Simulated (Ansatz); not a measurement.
# SiO₂: ¹⁷O NMR of the central transition

Cell: a Materials Project structure (computed, not necessarily an observed phase).

Space group I-42m (No. 121); a = 9.1596, c = 8.2312 Å.

| site | Wyckoff | site symmetry | x | y | z |
| --- | --- | --- | --- | --- | --- |
| Si | 16j | 1 | 0.7949 | 0.4372 | 0.3183 |
| O9 | 8f | .2. | 0.0000 | 0.2833 | 0.0000 |
| O10 | 8i | ..m | 0.8546 | 0.1454 | 0.7713 |
| O11 | 16j | 1 | 0.9302 | 0.3231 | 0.3076 |

One atom of each set is listed; the run and its k-mesh use a cell of 24 atoms with edges of 7.67, 7.67, 7.67 Å.

The numbers come from a DFT calculation in Ansatz (PBE, plane waves and PAW (field gradients read without the response of the frozen cores, which leaves them typically 4 to 6 % off), scalar-relativistic, 420 eV cutoff, Γ-centred 4×4×4 k-points, Fermi–Dirac smearing 0.02 eV).

¹⁷O has I = 5/2 and Q = -25.58 mb (Pyykkö 2018); at 14.1 T its Larmor frequency is ν₀ = 81.4 MHz. Only the quadrupole interaction is simulated: positions count from each site's isotropic chemical shift, and J coupling is left out, as are shift anisotropy and dipolar coupling, which fast spinning averages.

Task: What does the ¹⁷O spectrum (fast magic-angle spinning) show for each site?

Result: 

| site | first shell | C_Q (MHz) | η | P_Q (MHz) | δ_QIS (ppm) | breadth (kHz) |
| --- | --- | --- | --- | --- | --- | --- |
| O9 | 2 Si at 1.61 Å, angle 172° | -6.47 | 0.02 | 6.47 | -37.9 | 6.67 |
| O10 | 2 Si at 1.61 Å, angle 138° | -5.78 | 0.31 | 5.87 | -31.2 | 5.84 |
| O11 | 2 Si at 1.62 Å, angle 135° | -5.69 | 0.24 | 5.74 | -29.8 | 5.53 |

δ_QIS = −(ν_Q²/30ν₀²)[I(I+1) − 3/4](1 + η²/3) × 10⁶ ppm with ν_Q = 3|C_Q|/[2I(2I−1)]; it falls as 1/B₀² in ppm, and the breadth as 1/B₀ in kHz.

At O10 and O11 V_zz runs parallel to the line that joins its two neighbours (within 1°) in each case. At O9 V_zz points along the line of its two bonds (within 1°).

At this cell the principal stresses reach 5 GPa in size with PBE, which can matter for small gradients. The largest force is 0.4 eV/Å, so the atoms aren't at the calculated equilibrium and relaxing them would move these values.

Hardware: 1 thread of Intel Xeon Platinum 8175M CPU @ 2.50GHz (Skylake/Cascade Lake) (x86_64; 8 cores open to the job, memory cap 3.0 GiB, no GPU), a shared host with a load of 0.3 a core. Wall time 41 s, CPU time 41 s, peak memory 0.74 GiB.
